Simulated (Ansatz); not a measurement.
The system is SiC.

```
Si C
1.0
     3.07569    0.00000    0.00000
    -1.53785    2.66363    0.00000
     0.00000    0.00000   10.07065
Si C
4 4
Direct
  0.00000 0.00000 0.18789
  0.00000 0.00000 0.68789
  0.33333 0.66667 0.43784
  0.66667 0.33333 0.93784
  0.00000 0.00000 0.00046
  0.00000 0.00000 0.50046
  0.33333 0.66667 0.24980
  0.66667 0.33333 0.74980
```

The cell is a database's computed one.

Base run:

* Program: Ansatz 0.2.0
* Functional: revPBE
* Potentials or basis: Ansatz PAW
* Cutoff: 420 eV (not typed: the program's choice for these potentials)
* k mesh: 10 × 10 × 3
* Occupations: fermi-dirac, width 0.05 eV
* Spin: no spin polarisation

Its results: band gap on the k mesh 2.24 eV, indirect (least direct gap 3.36 eV); pressure 6.4 GPa; largest force 0.010 eV/Å.

Problem. The run is repeated on the same cell with these changes: functional from revPBE to PBE. What comes out?

Solution. Band gap on the k mesh 2.23 eV, indirect (least direct gap 3.35 eV); pressure 3.9 GPa; largest force 0.006 eV/Å.

PBE binds more tightly than revPBE, so the same cell stands under less pressure.

Caveats: the PAW data sets come from PBE, with cores solved anew for the run's functional, which leaves a small shift of forces and pressure (some runs).
